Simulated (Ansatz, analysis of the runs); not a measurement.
# Transmission past a defect: W wire along [111], 4 atoms a period, Mg in place of one W, part 2 of 2

Wanted: the relaxed defect and the transmission past it, beside the channels of the perfect wire.

Ansatz 0.2.0; DFT PBE, plane waves, PAW; relaxation of a wire's period (the session's first sound run).

So far, conductance of the lead as this run defines it (G₀): step 3 (the perfect wire) 5.00.

## (5) Transmission between the leads

This step: DFT PBE, plane waves, PAW; transmission of a junction in a wire (Ansatz 0.2.0).

The cell is now read as a scatterer between two semi-infinite leads, named by two sites one period apart. The scattering states in its self-consistent potential are matched to the leads' states at each energy. One point across is taken, as for a wire in vacuum.

Contents of input.yaml:

```yaml
crystal:
  lattice:
    - [11.283, 0.0, 0.0]
    - [0.0, 9.388, 0.0]
    - [0.0, 0.0, 24.1493728099]
  atoms:
    - { symbol: W, position: [0.321836204, 0.500015667, -1.0e-10] }
    - { symbol: W, position: [0.500002526, 0.37029517, 0.0324724294] }
    - { symbol: W, position: [0.500002526, 0.629736164, 0.0786386819] }
    - { symbol: W, position: [0.678168848, 0.500015667, -1.0e-10] }
    - { symbol: W, position: [0.321836204, 0.500015667, 0.1111111109] }
    - { symbol: W, position: [0.500002526, 0.37029517, 0.1435835409] }
    - { symbol: W, position: [0.500002526, 0.629736164, 0.1897497929] }
    - { symbol: W, position: [0.678168848, 0.500015667, 0.1111111109] }
[... 24 atom lines left out ...]
    - { symbol: W, position: [0.321836204, 0.500015667, 0.8888888889] }
    - { symbol: W, position: [0.500002526, 0.37029517, 0.9213613179] }
    - { symbol: W, position: [0.500002526, 0.629736164, 0.9675275709] }
    - { symbol: W, position: [0.678168848, 0.500015667, 0.8888888889] }
kpoints:
  mp_grid: { grid: [1, 1, 4] }
scf:
  occupations: { method: fermi_dirac, width: 0.05 }
hamiltonian:
  xc: pbe
output:
  transmission:
    e_range: [-1.26, 1.26]
    de: 0.035
    kmesh: [1, 1]
    reduced_basis: true
    leads: [[32, 0]]
  dos: { projected: true, e_range: [-4, 3] }
  write_potential: true
  write_density: true
  volumetric_format: npy
  elf: true
basis:
  ecutwfc: "350 eV"
```

On the command line:

```console
ansatz run input.yaml --threads 4 --pin off --max-ram 16384MiB --backend cpu --events-out ev --progress --plain --runs-dir out
```

Run time: 7.9 min. Hardware: 4 threads of Arm Neoverse V2, shared host; peak memory 5.9 GiB.

Numbers from this step:

- energy at zero smearing: -365303.8887 eV
- transmission at the energy nearest the Fermi level, one spin: 3.029
- step of the lead's Hamiltonian: 19.4 meV
- conductance of the junction: 3.010 G₀

The transmission, one spin by energy, zero at the Fermi level:

energy (eV), transmission, one spin and a bar from the least value:
```
    -1.26       1.69 #####
    -1.19       2.35 ###########
    -1.12       2.28 ##########
    -1.05       1.99 ########
    -0.98       1.07 
    -0.91       4.17 ##########################
    -0.84       4.41 ############################
    -0.81       4.41 ############################
    -0.77       4.38 ############################
    -0.70       4.25 ###########################
    -0.63       4.03 #########################
    -0.59       3.85 #######################
    -0.53       3.30 ###################
    -0.46       2.64 #############
    -0.39       2.33 ###########
    -0.32       1.85 #######
    -0.24       2.54 ############
    -0.17       2.47 ############
    -0.10       2.54 ############
    -0.04       2.80 ###############
     0.00       3.03 ################
     0.04       3.24 ##################
     0.07       3.40 ####################
     0.10       3.38 ###################
     0.17       2.44 ############
     0.24       2.40 ###########
     0.32       2.30 ##########
     0.39       2.39 ###########
     0.46       3.19 ##################
     0.53       3.23 ##################
     0.59       3.46 ####################
     0.63       3.67 ######################
     0.70       3.80 #######################
     0.77       4.49 #############################
     0.84       4.63 ##############################
     0.91       4.53 #############################
     0.98       4.08 #########################
     1.05       2.74 ##############
     1.12       1.25 ##
     1.19       1.11 
     1.26       2.41 ###########
```

Open channels of the lead, one spin against energy, zero at the Fermi level:

```
energy (eV)  open channels of the lead, one spin
      -1.26                                    3
      -1.19                                    6
      -1.08                                    4
      -1.01                                    2
      -0.91                                    6
      -0.84                                    6
      -0.73                                    6
      -0.67                                    6
      -0.56                                    6
      -0.49                                    6
      -0.39                                    4
      -0.32                                    4
      -0.21                                    4
      -0.14                                    5
      -0.04                                    5
       0.00                                    5
       0.04                                    5
       0.14                                    5
       0.21                                    4
       0.32                                    4
       0.39                                    4
       0.49                                    6
       0.56                                    6
       0.67                                    6
       0.73                                    6
       0.84                                    8
       0.91                                    8
       1.01                                    5
       1.08                                    3
       1.19                                    3
       1.26                                    5
```

Projected DOS an atom over height of the atomic layer and energy from the Fermi level.  broadened by a Gaussian of 0.15 eV, since few k-points sample the long cell.

Values in states/eV, 12 rows by 16 columns, each cell a mean:
```
0.94 0.92 1.00 0.98 1.02 1.06 0.62 0.84 1.10 0.98 0.99 0.98 0.92 0.93 0.98 0.93
1.22 1.28 1.21 1.31 1.12 1.26 0.89 1.10 1.23 1.17 1.26 1.21 1.28 1.26 1.24 1.29
0.88 0.91 0.85 0.96 1.01 1.15 1.14 1.27 1.18 0.95 0.91 0.86 0.89 0.91 0.87 0.92
0.95 1.29 0.92 1.15 1.09 1.14 1.22 1.36 1.30 0.93 1.17 1.02 1.21 1.15 1.06 1.27
0.95 1.41 1.06 1.34 1.13 1.12 1.10 1.11 1.29 0.94 1.42 1.12 1.29 1.23 1.11 1.38
1.11 1.37 1.10 1.36 1.20 1.22 1.13 1.13 1.29 1.12 1.28 1.14 1.31 1.30 1.27 1.43
0.97 1.24 0.98 1.20 1.03 0.98 0.84 0.81 1.18 0.92 1.21 1.05 1.16 1.13 1.03 1.21
0.82 1.05 0.82 0.99 0.95 1.19 0.85 1.09 1.21 0.84 1.05 0.89 1.00 0.94 0.91 1.02
1.83 1.56 1.88 1.58 1.79 1.82 1.39 1.73 1.70 1.76 1.64 1.78 1.63 1.70 1.76 1.63
1.05 1.07 1.04 1.12 0.96 1.03 0.68 0.83 1.03 1.03 1.12 1.04 1.07 1.07 1.04 1.07
0.59 0.60 0.62 0.62 0.60 0.81 0.51 0.74 0.73 0.65 0.60 0.61 0.60 0.57 0.55 0.53
1.23 0.84 1.02 0.84 1.03 1.04 0.79 1.08 0.94 1.13 0.79 1.00 0.94 1.07 1.16 0.97
```
Columns: height of the atomic layer (Å) from 0.784 to 24.1 (not evenly spaced); rows upwards: energy from the Fermi level (eV) from -3.98 to 1.47.

Valence density in the ca plane at fractional y = 0.488, with atoms of W and Mg within 0.2 Å of it. It is the smooth field of the valence electrons, not physical close to the nuclei.

Values in e/Å³, 13 rows by 16 columns, each cell a mean:
```
 0  0  0  0  0  0  0  0  0  0  0  0  0  0  0  0
 0  0  0  0  0  0  0  0  0  0  0  0  0  0  0  0
 0  0  0  0  0  0  0  0  0  0  0  0  0  0  0  0
 3  1  1  3  0  2  2  0  3  1  1  3  1  2  2  0
 4  1  2  4  1  3  3  1  4  2  2  4  1  3  3  1
 1  0  0  1  0  1  1  0  1  1  0  1  0  0  1  0
 0  0  0  0  0  0  0  1  0  0  0  0  0  0  0  0
 1  0  1  1  0  1  1  0  0  0  0  1  0  1  1  0
 5  2  2  4  1  4  3  0  2  0  1  5  1  3  3  1
 2  1  1  2  0  2  1  0 11  1  1  3  1  2  2  0
 0  0  0  0  0  0  0  0  0  0  0  0  0  0  0  0
 0  0  0  0  0  0  0  0  0  0  0  0  0  0  0  0
 0  0  0  0  0  0  0  0  0  0  0  0  0  0  0  0
```
Columns run along c (16.0 Å, from fractional 0.10 to 0.76 of the cell), rows up along a (11.3 Å). Atoms in or near the plane, at fractional coordinates: W at (0.11, 0.32), W at (0.11, 0.68), W at (0.22, 0.32), W at (0.22, 0.68), W at (0.33, 0.32), W at (0.33, 0.67), Mg at (0.44, 0.27), W at (0.44, 0.67), W at (0.56, 0.32), W at (0.56, 0.67), W at (0.67, 0.32), W at (0.67, 0.68).

Electrostatic potential energy in the ca plane at fractional y = 0.488, with atoms of W and Mg within 0.2 Å of it. With pseudopotentials it is smooth inside the atoms' cores, unlike the true potential.

Ten even steps from '0' (-64 eV) to '9' (6 eV), each cell a mean:
```
99999999999999999999999999999999999999999999
99999999999999999999999999999999999999999999
99999999999999999999999999999999999999999999
99999999999999999999999999999999999999999999
99999999999999999999999999999999999999999999
76789987667899876789998778999877789987678998
21258873113788521268874225898521378862125887
00037861001687300047851002687200158840003786
21258873113788510258862003787410268862125887
76689987667899865689986557898765789987678998
98888999988899998888998888899988889999888899
99888889988888999888889998888899888889988888
99888899988888999888889998888899888899988889
88889998888899988889999999999988889998888999
54478986446898644689999999999754578875457898
10047862002687300268998788998510148851004786
10037862002686200168984126898400047841004786
43468985335888533579972005898632368874346898
88889998888999877899986457899887889998889999
99999999999999999999998889999999999999999999
99999999999999999999999999999999999999999999
99999999999999999999999999999999999999999999
99999999999999999999999999999999999999999999
99999999999999999999999999999999999999999999
```
Columns run along c (16.0 Å, from fractional 0.10 to 0.76 of the cell; values clipped at the 3rd and 97th percentile), rows up along a (11.3 Å). Atoms in or near the plane, at fractional coordinates: W at (0.11, 0.32), W at (0.11, 0.68), W at (0.22, 0.32), W at (0.22, 0.68), W at (0.33, 0.32), W at (0.33, 0.67), Mg at (0.44, 0.27), W at (0.44, 0.67), W at (0.56, 0.32), W at (0.56, 0.67), W at (0.67, 0.32), W at (0.67, 0.68).

ELF in the ca plane at fractional y = 0.488, with atoms of W and Mg within 0.2 Å of it. It is the smooth field of the valence electrons, not physical close to the nuclei.

Ten even steps from '0' (0.00) to '9' (0.78), each cell a mean:
```
00000000000000000000000000000000000000000000
00000000000000000000000000000000000000000000
10112221111222110011111001111100122211111222
11124532112344211123431112343111235421112443
11125642112465311125531112464211246531113564
34434633443365234325632332464234336523543463
87864547787454587755546885464688745557785454
72674458438544761674468348455853854477267445
77753436777333576753348677343677743347775333
34444433444444344434434554454344444433444443
55544555555445555545555445555555555555554455
44334544433345444334555544455444334544433454
55434555543345554335554444455444444545543455
44555554455455444555655555565555555544455555
56543434664343355444555445554345534435654443
85763348658444766843431112443675764468477334
74674458558555854853413442253772674577377445
68744535785354578635514343264478744546874453
22235632222353223247722431496323224522223564
11235642212353211258972114897321124431123564
11124532111232111247998779996311112321123453
00112221100111000124688888864210001110111222
00000000000000000001234444321000000000000000
00000000000000000000000000000000000000000000
```
Columns run along c (16.0 Å, from fractional 0.10 to 0.76 of the cell), rows up along a (11.3 Å). Atoms in or near the plane, at fractional coordinates: W at (0.11, 0.32), W at (0.11, 0.68), W at (0.22, 0.32), W at (0.22, 0.68), W at (0.33, 0.32), W at (0.33, 0.67), Mg at (0.44, 0.27), W at (0.44, 0.67), W at (0.56, 0.32), W at (0.56, 0.67), W at (0.67, 0.32), W at (0.67, 0.68).

By hand: the program gives 2.2016 × 10^14 S/m² over the cell's cross-section of 105.92 Å² = 1.059 × 10^-18 m², so one cell conducts 2.332 × 10^-4 S. Divided by G0 = 2e²/h = 7.748 × 10^-5 S this is 3.01 G0, a resistance of 4.29 kΩ.

The conductance is 3.01 G₀, with 5 channels a spin open in the lead. The lead's Hamiltonian steps by 19.4 meV, which the program lets pass, though it counts in the error estimate. The largest term of the program's error estimate is 7 %.

## (6) Landauer integrals

This step: Landauer integrals over the computed T(E), interpolated linearly between its energies (analysis of the runs above).

Conductance and thermopower are moments of T(E) over the thermal window; sliding the window along E stands for a gate that leaves T(E) rigid.

Numbers from this step:

```
conductance at 300 K, interpolated from T(E) : 3.010 G₀
thermopower at 300 K                         : -11.27 μV/K
Lorenz number over L0                        : 0.9686
```

T(E) held rigid; rough near sharp steps of T(E). Table of conductance at 300 K by shift of the leads' level:

shift of the leads' level (eV), conductance at 300 K (G₀) and a bar from the least value:
```
   -0.900       3.96 #######################
   -0.850       4.30 ###########################
   -0.800       4.37 ############################
   -0.700       4.23 ##########################
   -0.650       4.07 ########################
   -0.600       3.82 #####################
   -0.550       3.47 #################
   -0.450       2.68 ########
   -0.400       2.37 ####
   -0.350       2.08 
   -0.300       2.06 
   -0.200       2.35 ###
   -0.150       2.47 #####
   -0.100       2.58 ######
   -0.050       2.76 ########
    0.050       3.22 ##############
    0.100       3.21 ##############
    0.150       2.87 ##########
    0.200       2.44 #####
    0.300       2.29 ###
    0.350       2.37 ####
    0.400       2.51 #####
    0.450       2.87 ##########
    0.550       3.30 ###############
    0.600       3.49 #################
    0.650       3.69 ####################
    0.700       3.89 ######################
    0.800       4.48 #############################
    0.850       4.56 ##############################
    0.900       4.47 #############################
```

T(E) held rigid; rough near sharp steps of T(E). Table of thermopower at 300 K by shift of the leads' level:

shift of the leads' level (eV), thermopower at 300 K (μV/K) and a bar from the least value:
```
   -0.900      -21.7 
   -0.850       -6.7 ###########
   -0.800       -0.6 ###############
   -0.750        2.3 #################
   -0.700        4.5 ##################
   -0.650        7.3 ####################
   -0.600       11.5 #######################
   -0.550       16.2 ###########################
   -0.500       19.0 #############################
   -0.450       18.1 ############################
   -0.400       18.8 #############################
   -0.350       11.8 ########################
   -0.300       -6.6 ###########
   -0.250       -9.3 #########
   -0.200       -7.2 ##########
   -0.150       -7.2 ##########
   -0.100       -7.7 ##########
   -0.050      -11.4 #######
    0.000      -11.3 #######
    0.050       -4.8 ############
    0.100        7.5 #####################
    0.150       20.9 ##############################
    0.200       17.0 ###########################
    0.250        4.2 ##################
    0.300       -2.4 ##############
    0.350       -6.5 ###########
    0.400      -14.2 #####
    0.450      -18.1 ##
    0.500       -9.1 #########
    0.550       -6.9 ##########
    0.600       -8.6 #########
    0.650       -7.9 ##########
    0.700       -9.4 #########
    0.750      -10.6 ########
    0.800       -5.7 ###########
    0.850        0.3 ###############
    0.900        6.4 ####################
```

The two levels move by half the bias each and T(E) is held rigid. The current from the zero-bias T(E) by bias:

```
bias (V)  current from the zero-bias T(E) (μA)
   0.000                                     0
   0.100                                  23.3
   0.200                                  46.1
   0.300                                  67.8
   0.400                                  87.4
   0.500                                   105
   0.600                                   123
   0.700                                   139
   0.800                                   157
   0.900                                   178
   1.000                                   200
   1.100                                   226
   1.200                                   253
   1.300                                   282
   1.400                                   313
   1.500                                   345
   1.600                                   379
   1.700                                   413
   1.800                                   447
   1.900                                   477
```

By hand, Mott's formula: S = −(π²k²T/3e) d ln T/dE, and π²k²T/3e = 7.33 μV/K × eV at 300 K. The computed T is 2.59 at -0.070 eV and 3.40 at +0.070 eV, so d ln T/dE ≈ 1.96 per eV and S ≈ -14.4 μV/K, against -11.3 from the integrals. The two differ since ln T is not straight over the thermal window.

The thermopower is -11.3 μV/K. The Lorenz ratio is 0.97, where the Wiedemann-Franz law gives 1. Moving the level by up to 0.1 eV either way gives -11 to 7.5 μV/K.

## (7) Results

```yaml
conductance_of_the_perfect_wire: 5.00 G₀
conductance_mg_in_place_of_one_w: 3.01 G₀
thermopower_mg_in_place_of_one_w: -11.3 μV/K
```

In words: Summed over the computed window, 58 % of the lead's open channels pass the defect; the conductance at 300 K is 3.01 G₀. With Mg in place of one W, 60 % of the conductance of that run's own lead (4.99 G₀) is left. Transport is coherent and elastic here: the atoms are frozen, so scattering by vibrations plays no part. Spin-orbit coupling is left out, which matters for the bands of heavy atoms. A junction with open d shells ran without spin, after the few moments seeded in its relaxation died away; moments on all d atoms were not tried. A cutoff under the files' recommended one was taken to save time; its effect on T(E) was not tested here.

[Logs are printed without paths, hosts, clocks, repeated set-up lines and the standing remarks that a program may print on its own settings, such as how far it seeks lower states.]

[Hosts, paths, dates, database ids (printed as entryN), source tags and the programs' standing remarks are cut or masked in the printed files.]
